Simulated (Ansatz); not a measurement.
**Iridium, diamond under RPBE: from relaxation to bulk modulus**

What does RPBE give for iridium in the diamond structure? We relax it, solve it on a dense k-mesh, then scale the cell to 7 volumes from 88 to 112 % of the relaxed one and try a fit of the equation of state. Spin polarisation is left out. The k-meshes are 10×10×10 for the relaxation; 16×16×16 for the dense run; 11×11×11 for the volumes.

This is Ir in the diamond structure; at room conditions it is fcc.

Method: DFT RPBE, plane waves (420 eV) with PAW, scalar-relativistic; the PAW data stem from PBE, with regenerated cores, in Ansatz 0.2.0.

## 1. The starting structure

Symmetry: Fd-3m, No. 227, cubic system. The conventional cell has a = 5.346 Å, b = 5.346 Å, c = 5.346 Å, α = 90.00°, β = 90.00°, γ = 90.00°. Around Ir (site symmetry -43m) lie 4 Ir at 2.32 Å.

As a file:

```xyz
2
Lattice="0.0000 2.6731 2.6731 2.6731 0.0000 2.6731 2.6731 2.6731 0.0000" Properties=species:S:1:pos:R:3 pbc="T T T"
Ir    0.6683    0.6683    0.6683
Ir    4.6780    4.6780    4.6780
```

## 2. Relaxation of the cell

File input.yaml:

```yaml
crystal:
  lattice:
    - [0.0, 2.6731374252, 2.6731374252]
    - [2.6731374252, 0.0, 2.6731374252]
    - [2.6731374252, 2.6731374252, 0.0]
  atoms:
    - { symbol: Ir, position: [0.125, 0.125, 0.125] }
    - { symbol: Ir, position: [0.875, 0.875, 0.875] }
hamiltonian:
  xc: rpbe
  pseudopotentials:
    kind: paw
    azcp:
      Ir: "pseudopotentials/Ir.paw.azcp"
basis:
  ecutwfc: 420
  fft_grid_basis: typed
kpoints:
  mp_grid: { grid: [10, 10, 10], shift: [0, 0, 0] }
magnetization:
  spin_polarized: false
scf:
  occupations: { method: fermi_dirac, width: 0.1 }
relax:
  max_steps: 60
  f_tol: 0.01
  cell: {}
```

Standard output, cut to the lines that bear on the results:

```text
Warning: RAYON_NUM_THREADS=2 ignored (pool sized by the plan → 2); use --threads N
[...]
Pseudopotentials: kind: paw
Pseudopotential: Ir, paw, valence charge 17, recommended cutoff 420 eV (normal), <dir>
Functional definition: RPBE
[...]
Crystal: 2 atoms, lattice volume = 38.203 Å³
Basis set: ecut = 420 eV, 725 PW (Γ), exchange–correlation on 54×54×54 points (8 copies of the dense FFT grid, shifted against one another)
Bands: 21, of which v1, the nominal top of the filled ones, is band 17 counted from 1 (16 counted from 0)
Symmetry: 48 space group operations
Space group: Fd-3m (ITA 227), of the structure as read, at distance tolerance 3.4e-5 Å
k-points: 47 of 1000
[...]
SCF iter   1: F=—  HF=-23895.156831 eV  |F-HF|=—  |Δ(HF+E_count)|=         —  Δρ=1.31e-2  dr2=4.89e-2  ethr=1.77e-3  ⟨swp⟩=5.2  Hψ=4169  notcnv=0
[...]
relax step   1: F+E_penalty+E_count = -23895.14779459 eV  Δ(F+E_penalty+E_count) = +0.000e0 eV  max|allowed force component| = 1.156e-17 eV/Å  Δτ_max = 0.0000 Å  P = +33.812 GPa  Ω = 38.203 Å³  (7 SCF iters, dr2 threshold 1.00e-7 eV, accepted)
[...]
relax step   3: F+E_penalty+E_count = -23895.66893194 eV  Δ(F+E_penalty+E_count) = -3.824e-5 eV  max|allowed force component| = 4.048e-17 eV/Å  Δτ_max = 0.0000 Å  P = -0.043 GPa  Ω = 43.894 Å³  energy of the carried Pulay correction = -2.368e-3 eV  (2 SCF iters, dr2 threshold 8.27e-8 eV, accepted)
[...]
relax step   4: F+E_penalty+E_count = -23895.67077195 eV  Δ(F+E_penalty+E_count) = -1.840e-3 eV  max|allowed force component| = 3.498e-17 eV/Å  Δτ_max = 0.0000 Å  P = -0.023 GPa  Ω = 43.894 Å³  stress off target by 2.26e-2 GPa  SCF on the basis re-selected at this cell (its energy is not [...]
SCF converged after 6 iterations
Free energy (F): -23895.670772 eV
[...]
E sigma→0 (E₀):  -23895.634298 eV
Entropy (-TS):   -0.072948 eV (-36.474 meV/atom)
Fermi energy:    15.050582 eV
[...]
--- Forces (eV/Å), atoms counted from 1 ---
  atom   1  Ir    -0.00000000    -0.00000000    -0.00000000
  atom   2  Ir     0.00000000     0.00000000     0.00000000
[...]
--- Stress (GPa, compression-positive) ---
       -0.022607      -0.000000      -0.000000
       -0.000000      -0.022607       0.000000
       -0.000000       0.000000      -0.022607
  P = ⅓ Tr σ = -0.0226 GPa (-0.226 kbar)
--- Relaxed structure (3 steps of the walk, 3 accepted, 1 SCFs on fresh bases) ---
  F+E_penalty+E_count = -23895.67077195 eV   max|allowed force component| = 3.498e-17 eV/Å   (the final SCF, on the basis selected at the relaxed cell)
  cell:  # Å, volume = 43.8939 Å³
    - [-6.082600364269111e-34, 2.799784440857502, 2.799784440857502]
    - [2.799784440857502, -6.926521357217443e-34, 2.799784440857502]
    - [2.799784440857502, 2.799784440857502, -3.996682438302479e-34]
  atoms:
    - { symbol: Ir, position: [0.125, 0.125, 0.125] }
    - { symbol: Ir, position: [0.875, 0.875, 0.875] }
```

Run time: 6.1 s. Hardware: 2 threads of an Arm CPU, shared host; peak memory 0.34 GiB.

The walk, from the log:

| step | energy change (meV/atom) | largest force (eV/Å) | pressure (GPa) | volume (Å³/atom) |
| --- | --- | --- | --- | --- |
| 1 | 0.00 | 0.0000 | 33.81 | 19.101 |
| 2 | -260.55 | 0.0000 | -0.18 | 21.965 |
| 3 | -260.57 | 0.0000 | -0.04 | 21.947 |
| 4 | -261.49 | 0.0000 | -0.02 | 21.947 |

Steps that repeat a cell are solved on a basis chosen anew, so their changes of energy are no gain of the relaxation.

The cell of the run, before and after:

|  | before | after | change |
| --- | --- | --- | --- |
| a (Å) | 3.780 | 3.959 | +4.7 % |
| b (Å) | 3.780 | 3.959 | +4.7 % |
| c (Å) | 3.780 | 3.959 | +4.7 % |
| volume (Å³/atom) | 19.101 | 21.947 | +14.9 % |
| shortest distance (Å) | 2.315 | 2.425 | +4.7 % |
| space group (spins left aside) | Fd-3m | Fd-3m | same |

## 3. The energy on a finer k-mesh

File input.yaml:

```yaml
crystal:
  lattice:
    - [0.0, 2.7997844409, 2.7997844409]
    - [2.7997844409, 0.0, 2.7997844409]
    - [2.7997844409, 2.7997844409, 0.0]
  atoms:
    - { symbol: Ir, position: [0.125, 0.125, 0.125] }
    - { symbol: Ir, position: [0.875, 0.875, 0.875] }
hamiltonian:
  xc: rpbe
  pseudopotentials:
    kind: paw
    azcp:
      Ir: "pseudopotentials/Ir.paw.azcp"
basis:
  ecutwfc: 420
  fft_grid_basis: typed
kpoints:
  mp_grid: { grid: [16, 16, 16], shift: [0, 0, 0] }
magnetization:
  spin_polarized: false
scf:
  occupations: { method: fermi_dirac, width: 0.1 }
```

Standard output, cut to the lines that bear on the results:

```text
Warning: RAYON_NUM_THREADS=2 ignored (pool sized by the plan → 2); use --threads N
[...]
Pseudopotentials: kind: paw
Pseudopotential: Ir, paw, valence charge 17, recommended cutoff 420 eV (normal), <dir>
Functional definition: RPBE
[...]
Crystal: 2 atoms, lattice volume = 43.894 Å³
Basis set: ecut = 420 eV, 869 PW (Γ)
Bands: 21, of which v1, the nominal top of the filled ones, is band 17 counted from 1 (16 counted from 0)
Symmetry: 48 space group operations
Space group: Fd-3m (ITA 227), of the structure as read, at distance tolerance 3.5e-5 Å
k-points: 145 of 4096
[...]
SCF iter   1: F=—  HF=-23895.668484 eV  |F-HF|=—  |Δ(HF+E_count)|=         —  Δρ=1.11e-2  dr2=2.46e-2  ethr=1.77e-3  ⟨swp⟩=5.3  Hψ=12697  notcnv=0
[...]
SCF iter   6: F=-23895.670180 eV  HF=-23895.670180 eV  |F-HF|=1.92e-9  |Δ(HF+E_count)|=   3.47e-7  Δρ=1.67e-6  dr2=1.19e-9  ethr=2.94e-10  ⟨swp⟩=3.0  Hψ=6932  notcnv=0
[...]
SCF converged after 6 iterations
Free energy (F): -23895.670180 eV
[...]
E sigma→0 (E₀):  -23895.633909 eV
Entropy (-TS):   -0.072541 eV (-36.271 meV/atom)
Fermi energy:    15.041101 eV
[...]
```

It took 4.6 s on 2 threads of an Arm CPU, shared host; peak memory 0.36 GiB.

## 4. Equation of state: 88 %

File input.yaml:

```yaml
crystal:
  lattice:
    - [0.0, 2.6829885531, 2.6829885531]
    - [2.6829885531, 0.0, 2.6829885531]
    - [2.6829885531, 2.6829885531, 0.0]
  atoms:
    - { symbol: Ir, position: [0.125, 0.125, 0.125] }
    - { symbol: Ir, position: [0.875, 0.875, 0.875] }
hamiltonian:
  xc: rpbe
  pseudopotentials:
    kind: paw
    azcp:
      Ir: "pseudopotentials/Ir.paw.azcp"
basis:
  ecutwfc: 420
  fft_grid_basis: typed
kpoints:
  mp_grid: { grid: [11, 11, 11], shift: [0, 0, 0] }
magnetization:
  spin_polarized: false
scf:
  occupations: { method: fermi_dirac, width: 0.1 }
  lower_state_search: "off"
output:
  stress: true
```

Standard output, cut to the lines that bear on the results:

```text
Warning: RAYON_NUM_THREADS=2 ignored (pool sized by the plan → 2); use --threads N
[...]
Pseudopotentials: kind: paw
Pseudopotential: Ir, paw, valence charge 17, recommended cutoff 420 eV (normal), <dir>
Functional definition: RPBE
[...]
Crystal: 2 atoms, lattice volume = 38.627 Å³
Basis set: ecut = 420 eV, 749 PW (Γ)
Bands: 21, of which v1, the nominal top of the filled ones, is band 17 counted from 1 (16 counted from 0)
Symmetry: 48 space group operations
Space group: Fd-3m (ITA 227), of the structure as read, at distance tolerance 3.4e-5 Å
k-points: 56 of 1331
[...]
SCF iter   1: F=—  HF=-23895.242486 eV  |F-HF|=—  |Δ(HF+E_count)|=         —  Δρ=1.26e-2  dr2=4.20e-2  ethr=1.77e-3  ⟨swp⟩=5.2  Hψ=4947  notcnv=0
[...]
SCF iter   7: F=-23895.235811 eV  HF=-23895.235811 eV  |F-HF|=7.85e-9  |Δ(HF+E_count)|=   5.31e-7  Δρ=3.51e-6  dr2=2.88e-9  ethr=2.94e-10  ⟨swp⟩=4.1  Hψ=3850  notcnv=0
[...]
SCF converged after 7 iterations
Free energy (F): -23895.235811 eV
[...]
E sigma→0 (E₀):  -23895.207747 eV
Entropy (-TS):   -0.056128 eV (-28.064 meV/atom)
Fermi energy:    17.955235 eV
[...]
--- Stress (GPa, compression-positive) ---
       30.164506      -0.000000       0.000000
       -0.000000      30.164506       0.000000
        0.000000       0.000000      30.164506
  P = ⅓ Tr σ = 30.1645 GPa (301.645 kbar)
```

Wall time 2 s (2 threads of an Arm CPU, shared host); peak memory 0.31 GiB.

## 5. Equation of state: 92 %

Changes to input.yaml since step 4:

```diff
@@ -2,5 +2,5 @@
   lattice:
-    - [0.0, 2.6829885531, 2.6829885531]
-    - [2.6829885531, 0.0, 2.6829885531]
-    - [2.6829885531, 2.6829885531, 0.0]
+    - [0.0, 2.723039063, 2.723039063]
+    - [2.723039063, 0.0, 2.723039063]
+    - [2.723039063, 2.723039063, 0.0]
   atoms:
```

Standard output, cut to the lines that bear on the results:

```text
Warning: RAYON_NUM_THREADS=2 ignored (pool sized by the plan → 2); use --threads N
[...]
Pseudopotentials: kind: paw
Pseudopotential: Ir, paw, valence charge 17, recommended cutoff 420 eV (normal), <dir>
Functional definition: RPBE
[...]
Crystal: 2 atoms, lattice volume = 40.382 Å³
Basis set: ecut = 420 eV, 749 PW (Γ)
Bands: 21, of which v1, the nominal top of the filled ones, is band 17 counted from 1 (16 counted from 0)
Symmetry: 48 space group operations
Space group: Fd-3m (ITA 227), of the structure as read, at distance tolerance 3.4e-5 Å
k-points: 56 of 1331
[...]
SCF iter   1: F=—  HF=-23895.497279 eV  |F-HF|=—  |Δ(HF+E_count)|=         —  Δρ=1.21e-2  dr2=3.40e-2  ethr=1.77e-3  ⟨swp⟩=5.2  Hψ=4937  notcnv=0
[...]
SCF iter   6: F=-23895.494490 eV  HF=-23895.494490 eV  |F-HF|=2.03e-7  |Δ(HF+E_count)|=   4.64e-7  Δρ=1.57e-5  dr2=8.98e-8  ethr=2.94e-10  ⟨swp⟩=4.5  Hψ=4347  notcnv=0
[...]
SCF converged after 6 iterations
Free energy (F): -23895.494490 eV
[...]
E sigma→0 (E₀):  -23895.463872 eV
Entropy (-TS):   -0.061237 eV (-30.618 meV/atom)
Fermi energy:    16.895342 eV
[...]
--- Stress (GPa, compression-positive) ---
       17.549055      -0.000000      -0.000000
       -0.000000      17.549055       0.000000
        0.000000       0.000000      17.549055
  P = ⅓ Tr σ = 17.5491 GPa (175.491 kbar)
```

Run time: 2 s. Hardware: 2 threads of an Arm CPU, shared host; peak memory 0.31 GiB.

## 6. Equation of state: 96 %

Changes to input.yaml since step 5:

```diff
@@ -2,5 +2,5 @@
   lattice:
-    - [0.0, 2.723039063, 2.723039063]
-    - [2.723039063, 0.0, 2.723039063]
-    - [2.723039063, 2.723039063, 0.0]
+    - [0.0, 2.7619448774, 2.7619448774]
+    - [2.7619448774, 0.0, 2.7619448774]
+    - [2.7619448774, 2.7619448774, 0.0]
   atoms:
```

Standard output, cut to the lines that bear on the results:

```text
Warning: RAYON_NUM_THREADS=2 ignored (pool sized by the plan → 2); use --threads N
[...]
Pseudopotentials: kind: paw
Pseudopotential: Ir, paw, valence charge 17, recommended cutoff 420 eV (normal), <dir>
Functional definition: RPBE
[...]
Crystal: 2 atoms, lattice volume = 42.138 Å³
Basis set: ecut = 420 eV, 869 PW (Γ)
Bands: 21, of which v1, the nominal top of the filled ones, is band 17 counted from 1 (16 counted from 0)
Symmetry: 48 space group operations
Space group: Fd-3m (ITA 227), of the structure as read, at distance tolerance 3.5e-5 Å
k-points: 56 of 1331
[...]
SCF iter   1: F=—  HF=-23895.630133 eV  |F-HF|=—  |Δ(HF+E_count)|=         —  Δρ=1.15e-2  dr2=2.77e-2  ethr=1.77e-3  ⟨swp⟩=5.2  Hψ=4907  notcnv=0
[...]
SCF iter   6: F=-23895.630300 eV  HF=-23895.630300 eV  |F-HF|=1.65e-7  |Δ(HF+E_count)|=   2.36e-7  Δρ=1.39e-5  dr2=7.74e-8  ethr=2.94e-10  ⟨swp⟩=4.8  Hψ=4405  notcnv=0
[...]
SCF converged after 6 iterations
Free energy (F): -23895.630300 eV
[...]
E sigma→0 (E₀):  -23895.596876 eV
Entropy (-TS):   -0.066848 eV (-33.424 meV/atom)
Fermi energy:    15.924356 eV
[...]
--- Stress (GPa, compression-positive) ---
        7.636325      -0.000000      -0.000000
       -0.000000       7.636325       0.000000
        0.000000      -0.000000       7.636325
  P = ⅓ Tr σ = 7.6363 GPa (76.363 kbar)
```

It took 2.1 s on 2 threads of an Arm CPU, shared host; peak memory 0.32 GiB.

## 7. Equation of state: 100 %

Changes to input.yaml since step 6:

```diff
@@ -2,5 +2,5 @@
   lattice:
-    - [0.0, 2.7619448774, 2.7619448774]
-    - [2.7619448774, 0.0, 2.7619448774]
-    - [2.7619448774, 2.7619448774, 0.0]
+    - [0.0, 2.7997844409, 2.7997844409]
+    - [2.7997844409, 0.0, 2.7997844409]
+    - [2.7997844409, 2.7997844409, 0.0]
   atoms:
```

Standard output, cut to the lines that bear on the results:

```text
Warning: RAYON_NUM_THREADS=2 ignored (pool sized by the plan → 2); use --threads N
[...]
Pseudopotentials: kind: paw
Pseudopotential: Ir, paw, valence charge 17, recommended cutoff 420 eV (normal), <dir>
Functional definition: RPBE
[...]
Crystal: 2 atoms, lattice volume = 43.894 Å³
Basis set: ecut = 420 eV, 869 PW (Γ)
Bands: 21, of which v1, the nominal top of the filled ones, is band 17 counted from 1 (16 counted from 0)
Symmetry: 48 space group operations
Space group: Fd-3m (ITA 227), of the structure as read, at distance tolerance 3.5e-5 Å
k-points: 56 of 1331
[...]
SCF iter   1: F=—  HF=-23895.667662 eV  |F-HF|=—  |Δ(HF+E_count)|=         —  Δρ=1.10e-2  dr2=2.32e-2  ethr=1.77e-3  ⟨swp⟩=5.3  Hψ=4923  notcnv=0
[...]
SCF iter   6: F=-23895.669637 eV  HF=-23895.669637 eV  |F-HF|=1.76e-9  |Δ(HF+E_count)|=   3.33e-7  Δρ=1.67e-6  dr2=1.18e-9  ethr=2.94e-10  ⟨swp⟩=4.2  Hψ=3893  notcnv=0
[...]
SCF converged after 6 iterations
Free energy (F): -23895.669637 eV
[...]
E sigma→0 (E₀):  -23895.633148 eV
Entropy (-TS):   -0.072978 eV (-36.489 meV/atom)
Fermi energy:    15.032734 eV
[...]
--- Stress (GPa, compression-positive) ---
       -0.139564       0.000000       0.000000
        0.000000      -0.139564      -0.000000
        0.000000      -0.000000      -0.139564
  P = ⅓ Tr σ = -0.1396 GPa (-1.396 kbar)
```

Run time: 2.1 s. Hardware: 2 threads of an Arm CPU, shared host; peak memory 0.32 GiB.

## 8. Equation of state: 104 %

Changes to input.yaml since step 7:

```diff
@@ -2,5 +2,5 @@
   lattice:
-    - [0.0, 2.7997844409, 2.7997844409]
-    - [2.7997844409, 0.0, 2.7997844409]
-    - [2.7997844409, 2.7997844409, 0.0]
+    - [0.0, 2.8366279349, 2.8366279349]
+    - [2.8366279349, 0.0, 2.8366279349]
+    - [2.8366279349, 2.8366279349, 0.0]
   atoms:
```

Standard output, cut to the lines that bear on the results:

```text
Warning: RAYON_NUM_THREADS=2 ignored (pool sized by the plan → 2); use --threads N
[...]
Pseudopotentials: kind: paw
Pseudopotential: Ir, paw, valence charge 17, recommended cutoff 420 eV (normal), <dir>
Functional definition: RPBE
[...]
Crystal: 2 atoms, lattice volume = 45.650 Å³
Basis set: ecut = 420 eV, 893 PW (Γ)
Bands: 21, of which v1, the nominal top of the filled ones, is band 17 counted from 1 (16 counted from 0)
Symmetry: 48 space group operations
Space group: Fd-3m (ITA 227), of the structure as read, at distance tolerance 3.6e-5 Å
k-points: 56 of 1331
[...]
SCF iter   1: F=—  HF=-23895.630229 eV  |F-HF|=—  |Δ(HF+E_count)|=         —  Δρ=1.05e-2  dr2=2.06e-2  ethr=1.77e-3  ⟨swp⟩=5.4  Hψ=4902  notcnv=0
[...]
SCF iter   6: F=-23895.633429 eV  HF=-23895.633429 eV  |F-HF|=2.12e-9  |Δ(HF+E_count)|=   4.44e-7  Δρ=2.16e-6  dr2=2.17e-9  ethr=2.94e-10  ⟨swp⟩=4.3  Hψ=3924  notcnv=0
[...]
SCF converged after 6 iterations
Free energy (F): -23895.633429 eV
[...]
E sigma→0 (E₀):  -23895.593691 eV
Entropy (-TS):   -0.079475 eV (-39.738 meV/atom)
Fermi energy:    14.211791 eV
[...]
--- Stress (GPa, compression-positive) ---
       -6.219277      -0.000000       0.000000
        0.000000      -6.219277       0.000000
        0.000000      -0.000000      -6.219277
  P = ⅓ Tr σ = -6.2193 GPa (-62.193 kbar)
```

It took 2.1 s on 2 threads of an Arm CPU, shared host; peak memory 0.32 GiB.

## 9. Equation of state: 108 %

Changes to input.yaml since step 8:

```diff
@@ -2,5 +2,5 @@
   lattice:
-    - [0.0, 2.8366279349, 2.8366279349]
-    - [2.8366279349, 0.0, 2.8366279349]
-    - [2.8366279349, 2.8366279349, 0.0]
+    - [0.0, 2.8725384298, 2.8725384298]
+    - [2.8725384298, 0.0, 2.8725384298]
+    - [2.8725384298, 2.8725384298, 0.0]
   atoms:
```

Standard output, cut to the lines that bear on the results:

```text
Warning: RAYON_NUM_THREADS=2 ignored (pool sized by the plan → 2); use --threads N
[...]
Pseudopotentials: kind: paw
Pseudopotential: Ir, paw, valence charge 17, recommended cutoff 420 eV (normal), <dir>
Functional definition: RPBE
[...]
Crystal: 2 atoms, lattice volume = 47.405 Å³
Basis set: ecut = 420 eV, 941 PW (Γ)
Bands: 21, of which v1, the nominal top of the filled ones, is band 17 counted from 1 (16 counted from 0)
Symmetry: 48 space group operations
Space group: Fd-3m (ITA 227), of the structure as read, at distance tolerance 3.6e-5 Å
k-points: 56 of 1331
[...]
SCF iter   1: F=—  HF=-23895.534462 eV  |F-HF|=—  |Δ(HF+E_count)|=         —  Δρ=1.01e-2  dr2=1.91e-2  ethr=1.77e-3  ⟨swp⟩=5.3  Hψ=4821  notcnv=0
[...]
SCF iter   6: F=-23895.538267 eV  HF=-23895.538267 eV  |F-HF|=2.47e-9  |Δ(HF+E_count)|=   5.39e-7  Δρ=2.40e-6  dr2=3.03e-9  ethr=2.94e-10  ⟨swp⟩=4.3  Hψ=3932  notcnv=0
[...]
SCF converged after 6 iterations
Free energy (F): -23895.538267 eV
[...]
E sigma→0 (E₀):  -23895.495220 eV
Entropy (-TS):   -0.086095 eV (-43.048 meV/atom)
Fermi energy:    13.453838 eV
[...]
--- Stress (GPa, compression-positive) ---
      -10.949670      -0.000000       0.000000
        0.000000     -10.949670       0.000000
       -0.000000      -0.000000     -10.949670
  P = ⅓ Tr σ = -10.9497 GPa (-109.497 kbar)
```

It took 2.2 s on 2 threads of an Arm CPU, shared host; peak memory 0.32 GiB.

## 10. Equation of state: 112 %

Changes to input.yaml since step 9:

```diff
@@ -2,5 +2,5 @@
   lattice:
-    - [0.0, 2.8725384298, 2.8725384298]
-    - [2.8725384298, 0.0, 2.8725384298]
-    - [2.8725384298, 2.8725384298, 0.0]
+    - [0.0, 2.9075728391, 2.9075728391]
+    - [2.9075728391, 0.0, 2.9075728391]
+    - [2.9075728391, 2.9075728391, 0.0]
   atoms:
```

Standard output, cut to the lines that bear on the results:

```text
Warning: RAYON_NUM_THREADS=2 ignored (pool sized by the plan → 2); use --threads N
[...]
Pseudopotentials: kind: paw
Pseudopotential: Ir, paw, valence charge 17, recommended cutoff 420 eV (normal), <dir>
Functional definition: RPBE
[...]
Crystal: 2 atoms, lattice volume = 49.161 Å³
Basis set: ecut = 420 eV, 941 PW (Γ)
Bands: 21, of which v1, the nominal top of the filled ones, is band 17 counted from 1 (16 counted from 0)
Symmetry: 48 space group operations
Space group: Fd-3m (ITA 227), of the structure as read, at distance tolerance 3.7e-5 Å
k-points: 56 of 1331
[...]
SCF iter   1: F=—  HF=-23895.393569 eV  |F-HF|=—  |Δ(HF+E_count)|=         —  Δρ=9.72e-3  dr2=1.84e-2  ethr=1.77e-3  ⟨swp⟩=5.4  Hψ=4819  notcnv=0
[...]
SCF iter   6: F=-23895.397364 eV  HF=-23895.397364 eV  |F-HF|=2.86e-9  |Δ(HF+E_count)|=   5.28e-7  Δρ=2.44e-6  dr2=3.46e-9  ethr=2.94e-10  ⟨swp⟩=4.4  Hψ=3949  notcnv=0
[...]
SCF converged after 6 iterations
Free energy (F): -23895.397364 eV
[...]
E sigma→0 (E₀):  -23895.351033 eV
Entropy (-TS):   -0.092662 eV (-46.331 meV/atom)
Fermi energy:    12.751699 eV
[...]
--- Stress (GPa, compression-positive) ---
      -14.607191      -0.000000      -0.000000
       -0.000000     -14.607191       0.000000
        0.000000       0.000000     -14.607191
  P = ⅓ Tr σ = -14.6072 GPa (-146.072 kbar)
```

It took 2.2 s on 2 threads of an Arm CPU, shared host; peak memory 0.32 GiB.

## 11. The equation of state

All volumes keep the relaxed shape and fractional coordinates.

| V (Å³/atom) | E − E₀ (meV/atom) | P from the stress (GPa) | P from the fit (GPa) |
| --- | --- | --- | --- |
| 19.313 | 212.7 | 30.16 | 30.03 |
| 20.191 | 84.6 | 17.55 | 17.29 |
| 21.069 | 18.1 | 7.64 | 7.35 |
| 21.947 | 0.0 | -0.14 | -0.42 |
| 22.825 | 19.7 | -6.22 | -6.50 |
| 23.703 | 69.0 | -10.95 | -11.25 |
| 24.581 | 141.1 | -14.61 | -14.95 |

A third-order Birch-Murnaghan fit gives V₀ = 21.893 Å³/atom, B₀ = 174 GPa and B₀′ = 5.1; it misses no point by more than 0.08 meV/atom.

The fit is made to E(σ → 0), while the stress belongs to the free energy F; that is one source of the offset between the two pressures.

## 12. Outcome

```
                      quantity                         value
space group (spins left aside)               Fd-3m (No. 227)
             conventional cell                   a = 5.600 Å
                        volume                21.947 Å³/atom
             shortest distance                       2.425 Å
               gap on the mesh  none (levels filled in part)
               relative to fcc                 +939 meV/atom
                   V₀, B₀, B₀′  21.893 Å³/atom, 174 GPa, 5.1
```

In words: The relaxation enlarged the cell by 14.9 % in volume. It lies 939 meV/atom above the element's reference form at the same level (fcc, from a run of its own). Levels at the Fermi energy are filled in part, as in a metal. B₀ comes out at 174 GPa. The symmetry was held, so the structure may be unstable against distortions that break it.
